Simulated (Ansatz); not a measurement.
**TiAl: moving Ti off its site**

TiAl, P4/mmm, a = 2.837 Å, c = 4.059 Å (as given, not relaxed at this level: -2.0 GPa). The structure is a COD entry; whether it is the stable form wasn't checked. Ansatz: r2SCAN, PAW, 500 eV, Γ-centred 16×16×12 mesh on 2 atoms, Gaussian smearing 0.15 eV; no spin polarisation.

```
CELL_PARAMETERS angstrom
2.83730 0.00000 0.00000
0.00000 2.83730 0.00000
0.00000 0.00000 4.05910
ATOMIC_POSITIONS crystal
Ti 0.00000 0.00000 0.00000
Al 0.50000 0.50000 0.50000
```

Atom 1 (Ti) moves by x along the unit vector (-1.000, 0.000, 0.000), with its periodic images; all else is held. y is the free energy of the cell over the start, F the force along the path summed over the moved atoms. Symmetry makes y even in x.

```tsv
x (Å)	y (meV)	F (eV/Å)
-0.3000	?	?
-0.1500	53.3	0.71
0.0000	0.0	0.00
0.0375	3.3	-0.18
0.0750	13.4	-0.36
0.1125	30.0	-0.53
0.1875	82.9	-0.88
0.2250	118.9	-1.04
0.2625	161.0	-1.20
```

Task: Fit y = c2 x² + c4 x⁴ to the energies of the other rows, give the force constant, and predict energy and force of the missing row.

Result: Least squares on the rows shown. y = 2381.8 x² − 656.48 x⁴. The force constant is 2 c2 = 4.76 eV/Å², for the cell as given, at -2.0 GPa (for all images moving together, not for a lone atom). The force −dy/dx at the missing row is 1.36 eV/Å (computed 1.35). At x = -0.3000 the fit asked for gives 209.0 meV. The run gave 208.9 meV, so the fit is 0.1 meV too high, a small miss on the scale of the series.